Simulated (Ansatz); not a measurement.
System: cubic perovskite CsPbI3 (cubic high-temperature phase). Method: LDA in Ansatz (PAW).

Numerical settings: plane-wave cutoff 500 eV, 6×6×6 k mesh, gaussian smearing 0.02 eV, scalar-relativistic PAW data made under PBE.

Computed at the level's own relaxed cell.

Task: Give the computed equilibrium volume per atom, lattice constant a and band gap.

Result: 
- equilibrium volume per atom = 46.35 Å³/atom
- lattice constant a = 6.143 Å
- band gap = 1.00 eV (on the SCF k mesh)

Note: the relaxation could not lower the start's symmetry, so the cell can be a saddle point above a distorted one.

Spin–orbit coupling is not included; with these elements it can move the gap by several tenths of an eV or more.

It cost around 90 core-seconds (rough) of CPU time.

Ansatz is a first-principles code.
